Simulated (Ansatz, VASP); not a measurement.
# Two plane-wave programs on Nb

File INCAR:

```
SYSTEM = Nb
PREC = Accurate ; ENCUT = 520
EDIFF = 1E-7 ; ISMEAR = -1
SIGMA = 0.1 ; LREAL = .False.
LASPH = .True. ; NELM = 80
ALGO = Normal ; ISIF = 2
LWAVE = .False. ; LCHARG = .False.
GGA = PS ; NBANDS = 12
```

Contents of KPOINTS:

```
Automatic mesh
0
Gamma
  15 15 15
  0 0 0
```

The input POSCAR:

```
Nb
1.0
    0.0000000000      2.0865633525      2.0865633525
    2.0865633525      0.0000000000      2.0865633525
    2.0865633525      2.0865633525      0.0000000000
Nb
1
Direct
    0.0000000000      0.0000000000      0.0000000000
```

Input for Ansatz:

```yaml
crystal:
  lattice:
    - [0.0, 2.0865633525, 2.0865633525]
    - [2.0865633525, 0.0, 2.0865633525]
    - [2.0865633525, 2.0865633525, 0.0]
  atoms:
    - { symbol: Nb, position: [0.0, 0.0, 0.0] }
hamiltonian:
  xc: pbesol
  pseudopotentials:
    kind: paw
    azcp:
      Nb: "pseudopotentials/Nb.paw.azcp"
basis:
  ecutwfc: 420
  fft_grid_basis: typed
kpoints:
  mp_grid: { grid: [15, 15, 15], shift: [0, 0, 0] }
magnetization:
  spin_polarized: false
scf:
  occupations: { method: fermi_dirac, width: 0.1 }
  lower_state_search: "off"
output:
  stress: true
```

Alike in both runs: task single point; functional PBEsol; k mesh 15 × 15 × 15; occupations fermi-dirac, width 0.1 eV; no spin polarisation.

```csv
,VASP,Ansatz
version,VASP 6.6.1,Ansatz 0.2.0
potentials or method,"VASP PAW PBE potentials, release 64 (Nb_sv)","plane waves (420 eV) with PAW, scalar-relativistic"
plane-wave cutoff (eV),520,420
valence electrons in the cell,13,13
```

VASP gave:

```
pressure (GPa) : -0.6
```

**Question.** Estimate Ansatz's values.

**Answer.** Pressure (GPa): -0.3.

With one functional, cell and mesh, what is left measures potentials, basis and numerics. Ansatz warned: «pseudo_functional_mismatch».

Caveats: the PAW data sets were made with another functional, which shifts forces and pressure a little (VASP).
